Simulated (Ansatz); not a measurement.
How far PBE and PBEsol part for SiC, C → Pb

Start from SiC (space group P6_3mc, No. 186; a = 3.094 Å, c = 10.129 Å).

(Cell as relaxed with PBE.)

Levels (all Ansatz, a program for electronic structure, PAW): PBE (420 eV, without spin-orbit coupling); PBEsol (420 eV, no spin-orbit coupling).

Each level relaxes its own structure.

```
base                      PBE    PBEsol
-------------------  --------  --------
volume per atom      10.50 Å³  10.33 Å³
lattice parameter a   3.094 Å   3.078 Å
band gap              2.22 eV   2.12 eV
```

Now apply this change: every C is replaced by Pb; the structure is relaxed again.

```
quantity                 PBE  PBEsol
-------------------  -------  ------
lattice parameter a  4.434 Å     [?]
band gap                zero     [?]
```

Question: What does PBEsol give?

Answer: 
- lattice parameter a, PBEsol: 4.366 Å
- band gap, PBEsol: zero

PBE's lattice parameter a lies 0.0688 Å above PBEsol's (1.6 %); the two agree on the band gap. Neither level is exact; PBEsol is the comparison here, not a measurement.

With Pb present, leaving out spin-orbit coupling can change the band edges. Whether these cells are dynamically stable was not tested. As relaxed here, PbSi is a hypothetical phase, not in the database extracts checked. The final runs are not spin-polarised. A zero or small gap of PbSi can be the functional's error rather than a property of the material.
